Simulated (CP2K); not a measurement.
A run of CP2K 2026.2 is set up as follows.

File zr_charges.inp:

```
&GLOBAL
  PROJECT zr_charges
  RUN_TYPE ENERGY_FORCE
  PRINT_LEVEL LOW
&END GLOBAL
&FORCE_EVAL
  METHOD QS
  STRESS_TENSOR ANALYTICAL
  &DFT
    BASIS_SET_FILE_NAME BASIS_MOLOPT_UZH
    POTENTIAL_FILE_NAME POTENTIAL_UZH
    &MGRID
      CUTOFF 450
      REL_CUTOFF 60
      NGRIDS 4
    &END MGRID
    &QS
      METHOD GPW
      EPS_DEFAULT 1.0E-9
    &END QS
    &KPOINTS
      SCHEME MONKHORST-PACK 9 9 5
      GAMMA_CENTERED T
      SYMMETRY T
      SYMMETRY_BACKEND SPGLIB
    &END KPOINTS
    &SCF
      SCF_GUESS ATOMIC
      EPS_SCF 1.0E-6
      MAX_SCF 100
      ADDED_MOS 16
      CHOLESKY OFF
      EPS_EIGVAL 1.0E-7
      &DIAGONALIZATION ON
        ALGORITHM STANDARD
      &END DIAGONALIZATION
      &MIXING ON
        METHOD BROYDEN_MIXING
        ALPHA 0.4
        BETA 1.5
        NBUFFER 8
      &END MIXING
      &SMEAR ON
        METHOD FERMI_DIRAC
        ELECTRONIC_TEMPERATURE [K] 580.226
      &END SMEAR
    &END SCF
    &XC
      &XC_FUNCTIONAL
        &GGA_X_PBE
        &END GGA_X_PBE
        &GGA_C_PBE
        &END GGA_C_PBE
      &END XC_FUNCTIONAL
    &END XC
    &PRINT
      &KPOINTS ON
      &END KPOINTS
      &MULLIKEN ON
      &END MULLIKEN
      &MO ON
        ENERGIES T
        OCCUPATION_NUMBERS T
        &EACH
          QS_SCF 0
        &END EACH
        ADD_LAST NUMERIC
      &END MO
      &LOWDIN ON
      &END LOWDIN
      &HIRSHFELD ON
        SHAPE_FUNCTION DENSITY
      &END HIRSHFELD
      &VORONOI ON
        VORONOI_RADII COVALENT
      &END VORONOI
    &END PRINT
  &END DFT
  &SUBSYS
    &CELL
      ABC 3.2320000000 3.2320000000 5.1470000000
      ALPHA_BETA_GAMMA 90.0000000000 90.0000000000 120.0000000003
      PERIODIC XYZ
    &END CELL
    &COORD
      SCALED
      Zr  0.6666666667 0.3333333333 0.7500000000
      Zr  0.3333333333 0.6666666667 0.2500000000
    &END COORD
    &KIND Zr
      BASIS_SET TZV2P-MOLOPT-PBE-GTH-q12
      POTENTIAL GTH-PBE-q12
    &END KIND
    &PRINT
      &ATOMIC_COORDINATES ON
      &END ATOMIC_COORDINATES
      &CELL ON
      &END CELL
    &END PRINT
  &END SUBSYS
  &PRINT
    &FORCES ON
    &END FORCES
    &STRESS_TENSOR ON
    &END STRESS_TENSOR
  &END PRINT
&END FORCE_EVAL
```

Potentials or basis: POTENTIAL_UZH Zr GTH-PBE-q12; TZV2P-MOLOPT-PBE-GTH basis.

The run is started by

```sh
$ OMP_NUM_THREADS=1 cp2k.psmp -i zr_charges.inp -o zr_charges.out
```

Predict the pressure.

1.2 GPa.

Estimate the band gap on the k mesh.

none (metal or under the smearing width).

Stress tensor (GPa, compression positive):
```
0.85 0.00 0.00
0.00 0.85 0.00
0.00 0.00 1.98
```

Caveat: the basis of atomic orbitals isn't converged, which shifts pressures, moduli and gaps.
